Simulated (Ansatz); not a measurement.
# MgTe (F-43m) in Ansatz: band structure with r2SCAN

Aim: the band structure of MgTe with r2SCAN.

All numbers are computed with Ansatz 0.2.0; they aren't measurements. Logs are shortened: lines on timing, memory, paths and dates and some standing lists are left out, and cuts for length are marked.

## Step 1: The structure

It takes space group F-43m (No. 216, cubic). Conventional cell: a = 6.464 Å, b = 6.464 Å, c = 6.464 Å, α = 90.00°, β = 90.00°, γ = 90.00°. Te (site symmetry -43m) has 4 Mg at 2.80 Å as nearest neighbours. Mg (site symmetry -43m) is surrounded by 4 Te at 2.80 Å.

The cell comes from a database or a generator and needn't be the stable form of this composition.

## Step 2: Band structure, r2SCAN, spin-orbit coupling, no magnetisation

input.yaml reads:

```yaml
crystal:
  lattice:
    - [0.0, 3.2319988239, 3.2319988239]
    - [3.2319988239, 0.0, 3.2319988239]
    - [3.2319988239, 3.2319988239, 0.0]
  atoms:
    - { symbol: Te, position: [0.25, 0.25, 0.25] }
    - { symbol: Mg, position: [0.0, 0.0, 0.0] }
hamiltonian:
  xc: r2scan
  pseudopotentials: { kind: paw_fr }
magnetization:
  noncollinear: true
  spin_orbit: true
kpoints:
  mp_grid: { grid: [5, 5, 5] }
  band_path:
    path:
      - [[0.0, 0.0, 0.0], [0.5, 0.0, 0.5], [0.5, 0.25, 0.75], [0.375, 0.375, 0.75], [0.0, 0.0, 0.0], [0.5, 0.5, 0.5], [0.625, 0.25, 0.625], [0.5, 0.25, 0.75], [0.5, 0.5, 0.5], [0.375, 0.375, 0.75]]
      - [[0.625, 0.25, 0.625], [0.5, 0.0, 0.5]]
    npoints: 14
scf:
  occupations: { method: fermi_dirac, width: 0.05 }
  n_extra_bands: 6
output:
  forces: true
  stress: true
  eigenvalues: true
  fatbands: true
  write_density: true
  write_potential: true
  elf: true
  volumetric_format: npy
```

Potentials or basis: Ansatz PAW.

The run is started by

```console
$ ansatz run input.yaml --threads 2 --pin off --max-ram 5632MiB --backend cpu --events-out ev --progress --plain --runs-dir out
```

The program printed:

```text
Warning: RAYON_NUM_THREADS=2 ignored (pool sized by the plan → 2); use --threads N
scf.n_extra_bands = 6 over 26 filled bands (N_el = 26.0): the run solves 32 bands
Engine: ansatz 0.2.0, x86_64-unknown-linux-gnu
Pseudopotentials: kind: paw_fr
Pseudopotential: Te, paw_fr, valence charge 16, recommended cutoff 500 eV (meta_gga), Te.paw.azcp#standard-fr
Pseudopotential: Mg, paw_fr, valence charge 10, recommended cutoff 500 eV (meta_gga), Mg.paw.azcp#standard-fr
Functional definition: r2SCAN
  parameter k0 = 0.174
  parameter k1 = 0.065
  parameter a1 = 4.9479
  exchange = r2scan_x(k0 = k0, k1 = k1, a1 = a1)
  correlation = r2scan_c
non-collinear run that drives no moment, with spin-orbit: no starting moment large enough to seed its density (crystal.atoms[].spin), no starting occupations that ask for one, no magnetisation constraint and no magnetic field, so the semilocal B_xc is pinned to zero
Crystal: 2 atoms, lattice volume = 67.522 Å³
Basis set: ecut = 500 eV, 1687 PW (Γ), exchange–correlation on 144×144×144 points (64 copies of the dense FFT grid, shifted against one another)
Bands: 32, of which v1, the nominal top of the filled ones, is band 26 counted from 1 (25 counted from 0)
Symmetry: 24 space group operations + 24 with time reversal
Magnetic group: BNS 216.75 (UNI 1577), of the structure as read, at distance tolerance 4.1e-5 Å
k-points: 10 of 125 (time reversal used)
Projection manifold: j_resolved (fully-relativistic pseudo-atomic orbitals)
Non-local potential: Te, projectors of the file, l = 0: 2, l = 1: 4, l = 2: 4, l = 3: 4
Non-local potential: Mg, projectors of the file, l = 0: 3, l = 1: 4, l = 2: 2
PAW form: soft (Blöchl's): semilocal exchange-correlation on the pseudo side does not see the compensation charge
PAW frozen core: Te, regenerated for the run's functional (the file was generated under x = pbe(κ = 0.804, μ = 0.2195149727645171), c = pbe(β = 0.06672455060314922))
PAW frozen core: Mg, regenerated for the run's functional (the file was generated under x = pbe(κ = 0.804, μ = 0.2195149727645171), c = pbe(β = 0.06672455060314922))
PAW one-centre angular grid: Te, 590 points (default); XC on 224 Gauss nodes
PAW one-centre angular grid: Mg, 302 points (default); XC on 397 of its mesh's 2593 points in the sphere
Initial density: superposition of atomic densities (chi_scale 0.1, normalization cell, long waves kept (reshape's long-wave potential 0.00 eV rms))
Initial wavefunctions: pseudopotential atomic-orbital guess
Functional: x = r2scan, c = r2scan; τ floored in thin density (d = 2e-4 eV/Å³)
iter 1 solved again at ethr=1.62e-3 eV; its pass at ethr=3.10e-3 eV (dr2=4.22e-1 eV) is discarded
SCF iter   1: F=—  HF=-8911.749564 eV  |F-HF|=—  |Δ(HF+E_count)|=         —  Δρ=3.11e-2  dr2=4.27e-1  dr2_τ=4.57e-4  dr2_m=0.00e0 (ungated)  ethr=1.62e-3  |M|=0.00e0 ∫|m|=0.00e0 μB  |m|>n=0.0e0 m-floor=0.0e0 τ_xc=0.0e0  β_m=0.30  ⟨swp⟩=1.0  Hψ=2296  notcnv=0
preconditioner: auto → none  [insulator: Δε(μ)=2.485 eV  Ē_g=9.185 eV  σ=0.050 eV  W_gap=1.00  n_scr=14 (ndim 8)  ℏωp=12.8 eV  f_vac=0.035  D(μ)=0.00/eV (n_scr^D=0)  ε∞_Penn≈2.9]
SCF iter   2: F=—  HF=-8911.788411 eV  |F-HF|=—  |Δ(HF+E_count)|=   3.88e-2  Δρ=1.96e-2  dr2=1.77e-1  dr2_τ=7.64e-4  dr2_m=0.00e0 (ungated)  ethr=1.62e-3  |M|=0.00e0 ∫|m|=0.00e0 μB  |m|>n=0.0e0 m-floor=0.0e0 τ_xc=0.0e0  β_m=0.53  ⟨swp⟩=4.1  Hψ=619  notcnv=0  defer=2
SCF iter   3: F=—  HF=-8911.858005 eV  |F-HF|=—  |Δ(HF+E_count)|=   6.96e-2  Δρ=3.18e-3  dr2=4.80e-3  dr2_τ=4.98e-5  dr2_m=0.00e0 (ungated)  ethr=6.80e-4  |M|=0.00e0 ∫|m|=0.00e0 μB  |m|>n=0.0e0 m-floor=0.0e0 τ_xc=0.0e0  β_m=0.60  ⟨swp⟩=3.2  Hψ=683  notcnv=0
SCF iter   4: F=—  HF=-8911.863108 eV  |F-HF|=—  |Δ(HF+E_count)|=   5.10e-3  Δρ=5.70e-4  dr2=1.47e-4  dr2_τ=7.75e-7  dr2_m=0.00e0 (ungated)  ethr=1.85e-5  |M|=0.00e0 ∫|m|=0.00e0 μB  |m|>n=0.0e0 m-floor=0.0e0 τ_xc=0.0e0  β_m=0.65  ⟨swp⟩=2.2  Hψ=486  notcnv=0  defer=2
SCF iter   5: F=—  HF=-8911.863234 eV  |F-HF|=—  |Δ(HF+E_count)|=   1.26e-4  Δρ=1.19e-4  dr2=5.94e-6  dr2_τ=3.70e-8  dr2_m=0.00e0 (ungated)  ethr=5.66e-7  |M|=0.00e0 ∫|m|=0.00e0 μB  |m|>n=0.0e0 m-floor=0.0e0 τ_xc=0.0e0  β_m=0.73  ⟨swp⟩=2.2  Hψ=514  notcnv=0  defer=2
SCF iter   6: F=—  HF=-8911.863232 eV  |F-HF|=—  |Δ(HF+E_count)|=   1.73e-6  Δρ=2.15e-5  dr2=1.29e-7  dr2_τ=1.09e-9  dr2_m=0.00e0 (ungated)  ethr=2.29e-8  |M|=0.00e0 ∫|m|=0.00e0 μB  |m|>n=0.0e0 m-floor=0.0e0 τ_xc=0.0e0  β_m=0.87  ⟨swp⟩=2.0  Hψ=574  notcnv=0  defer=2
SCF iter   7: F=-8911.863232 eV  HF=-8911.863232 eV  |F-HF|=2.33e-9  |Δ(HF+E_count)|=   1.29e-7  Δρ=4.29e-6  dr2=7.86e-9  dr2_τ=7.90e-11  dr2_m=0.00e0 (ungated)  ethr=3.85e-10  |M|=0.00e0 ∫|m|=0.00e0 μB  |m|>n=0.0e0 m-floor=0.0e0 τ_xc=0.0e0  ⟨swp⟩=11.6  Hψ=2477  notcnv=0
SCF 1 converged in 7 iterations: F = -8911.863232 eV  dr2 = 7.86e-9
NSCF: frozen V_eff on 142 k-points
SCF converged after 7 iterations
Magnetization: |M| = 0.0000 μB,  M = (+0.0000, +0.0000, +0.0000) μB
Absolute magnetization: 0.0000 μB (∫|m|)
  site 0: m = (+0.0000, +0.0000, +0.0000) μB, |m| = 0.0000 μB  (R = 1.15 Å)
  site 1: m = (+0.0000, +0.0000, +0.0000) μB, |m| = 0.0000 μB  (R = 1.15 Å)
Free energy (F): -8911.863232 eV
Harris-Foulkes:  -8911.863232 eV  (|F-HF|=2.33e-9)
Internal energy: -8911.863232 eV  (E = F + TS)
E sigma→0 (E₀):  -8911.863232 eV
Fermi energy:    5.755655 eV
--- Per-component energies (eV) ---
  E_band       = -695.003318
  E_kinetic    = 255.995061
  E_local      = -3312.546902  (includes V_loc(G=0)·N_el)
  E_nonlocal   = -213.470243
  E_hartree    = 1576.953924
  E_xc         = -142.544360
  E_vxc        = -151.105478  (∫ρ·V_xc dr)
  E_paw        = -4972.677259  (= ΣΔE_a)
  E_vpaw       = -437.117070  (= ΣTr[D̂ρ^β])
  E_aug_tail   = -0.000040  (compensation charges beyond the density's cutoff)
  E_vtau       = 9.332874  (kinetic-family band-sum trace: ∫τ·v_τ [+ j·A + Jᵃ·Aᵃ] dr)
  E_ewald      = -2103.844226
  E_core_change = 0.270814  (= ΣΔE_core)
  E_smearing   = -0.000000  (= −TS)
  E_closure    = -0.000000  (closes the sum)
  Σ components = -8911.863232   (vs F -8911.863232, Δ=0.00e0)
--- Forces (eV/Å), atoms counted from 1 ---
  atom   1  Te     0.00000000    -0.00000000     0.00000000
  atom   2  Mg     0.00000000    -0.00000000     0.00000000
  max |Σ_I F_I| component: 1.11e-16 eV/Å
--- Stress (GPa, compression-positive) ---
        0.060099      -0.000000       0.000000
        0.000000       0.060099       0.000000
       -0.000000       0.000000       0.060099
  P = ⅓ Tr σ = 0.0601 GPa (0.601 kbar)
--- Band table (eV; the first three rows and the last of 10) ---
  k-point 0: bands = ["-73.9068", "-73.9068", "-39.2002", "-39.2002", "-38.9106", "-38.9106", "-38.9106", "-38.9106", "-32.5561", "-32.5561", "-32.5561", "-32.5561", "-31.0966", "-31.0966", "-31.0897", "-31.0897", "-31.0897", "-31.0897", "-6.4344", "-6.4344", "3.4843", "3.4843", "4.3093", "4.3093", "4.3093", "4.3093", "7.1613", "7.1613", "10.0583", "10.0583", "10.0583", "10.0583"]
  k-point 1: bands = ["-73.9069", "-73.9069", "-39.2002", "-39.2002", "-38.9106", "-38.9106", "-38.9106", "-38.9106", "-32.5562", "-32.5561", "-32.5561", "-32.5561", "-31.0965", "-31.0965", "-31.0897", "-31.0897", "-31.0895", "-31.0895", "-6.2423", "-6.2423", "2.4833", "2.4833", "3.6859", "3.6859", "4.1390", "4.1392", "8.1030", "8.1030", "10.2843", "10.2843", "10.3704", "10.3837"]
  k-point 2: bands = ["-73.9068", "-73.9068", "-39.2002", "-39.2002", "-38.9107", "-38.9107", "-38.9106", "-38.9106", "-32.5561", "-32.5561", "-32.5560", "-32.5560", "-31.0964", "-31.0964", "-31.0898", "-31.0898", "-31.0893", "-31.0892", "-5.8806", "-5.8806", "1.0093", "1.0093", "3.4144", "3.4144", "3.9036", "3.9037", "7.9422", "7.9422", "10.1475", "10.1519", "10.1607", "10.1607"]
  k-point 9: bands = ["-73.9068", "-73.9068", "-39.2003", "-39.2002", "-38.9107", "-38.9107", "-38.9106", "-38.9106", "-32.5562", "-32.5560", "-32.5560", "-32.5559", "-31.0964", "-31.0962", "-31.0896", "-31.0895", "-31.0894", "-31.0893", "-5.6516", "-5.6511", "1.1836", "1.3984", "2.0835", "2.3990", "2.9110", "3.0065", "8.8441", "8.8942", "9.7513", "9.8969", "10.4057", "10.4121"]
```

It took 25 s on 2 threads of Intel Xeon 6975P-C (Granite Rapids), shared host; peak memory 0.85 GiB.

Results:

```yaml
Free_energy: -8911.8632 eV
Pressure: 0.1 GPa
Band_gap_on_the_k_mesh: 2.85 eV, direct
Band_gap_along_the_path: 2.85 eV, direct
```

Levels at the corners of the path, in eV from the valence-band top:
```
point  band 22  band 23  band 24  band 25  band 26  band 27  band 28  band 29  band 30  band 31
    Γ    -0.83     0.00     0.00     0.00     0.00     2.85     2.85     5.75     5.75     5.75
    X    -3.34    -1.65    -1.65    -1.26    -1.26     2.97     2.97     3.79     3.79     9.93
    W    -2.77    -2.46    -1.99    -1.69    -1.63     4.68     4.69     5.91     6.11     6.56
    K    -2.97    -2.40    -2.09    -1.20    -1.18     3.62     3.64     5.41     5.53     8.17
    Γ    -0.83     0.00     0.00     0.00     0.00     2.85     2.85     5.75     5.75     5.75
    L    -3.52    -0.93    -0.93    -0.44    -0.44     3.57     3.57     5.76     5.76     5.77
    U    -2.97    -2.40    -2.09    -1.20    -1.18     3.62     3.64     5.41     5.53     8.17
    W    -2.77    -2.46    -1.99    -1.69    -1.63     4.68     4.69     5.91     6.11     6.56
    L    -3.52    -0.93    -0.93    -0.44    -0.44     3.57     3.57     5.76     5.76     5.77
    K    -2.97    -2.40    -2.09    -1.20    -1.18     3.62     3.64     5.41     5.53     8.17
    U    -2.97    -2.40    -2.09    -1.20    -1.18     3.62     3.64     5.41     5.53     8.17
    X    -3.34    -1.65    -1.65    -1.26    -1.26     2.97     2.97     3.79     3.79     9.93
```

Caveat: the PAW data sets come from PBE, with cores solved anew for the run's functional, which leaves a small shift of forces and pressure. r2SCAN opens gaps a little over a GGA but as a rule still falls short of measured ones.
